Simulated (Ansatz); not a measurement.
## Evanescent states of BeO (P6_3mc, wurtzite, 4 atoms a cell, 6.9 Å³ an atom) along the normal of (100)

Computed with r2SCAN (plane waves, PAW; Ansatz, a quantum-chemistry and plane-wave program).

No gap correction and no spin-orbit coupling; mid-gap is the computed energy nearest the middle.

Energies count from the valence-band top; κ is the least over a 12×8 mesh across the current.

| E (eV) | κ (1/Å) | where |
|---|---|---|
| 0.19 | 0.162 | Γ |
| 0.57 | 0.258 | Γ |
| 0.95 | 0.319 | Γ |
| 1.33 | 0.364 | Γ |
| 1.71 | 0.398 | Γ |
| 2.09 | ___ | Γ |
| 2.47 | ___ | Γ |
| 2.85 | ___ | Γ |
| 3.23 | ___ | Γ |
| 3.61 | ___ | Γ |
| 3.99 | ___ | Γ |
| 4.37 | ___ | Γ |
| 4.75 | ___ | Γ |
| 5.13 | ___ | Γ |
| 5.51 | ___ | Γ |
| 5.89 | ___ | Γ |
| 6.27 | ___ | Γ |
| 6.65 | 0.436 | Γ |
| 7.03 | 0.406 | Γ |
| 7.41 | 0.366 | Γ |
| 7.79 | 0.310 | Γ |
| 8.17 | 0.224 | Γ |

### Question
What belongs in the gaps?

### Answer

- 2.09, κ (1/Å): 0.426
- 2.47, κ (1/Å): 0.447
- 2.85, κ (1/Å): 0.464
- 3.23, κ (1/Å): 0.477
- 3.61, κ (1/Å): 0.487
- 3.99, κ (1/Å): 0.493
- 4.37, κ (1/Å): 0.496
- 4.75, κ (1/Å): 0.496
- 5.13, κ (1/Å): 0.493
- 5.51, κ (1/Å): 0.486
- 5.89, κ (1/Å): 0.474
- 6.27, κ (1/Å): 0.458
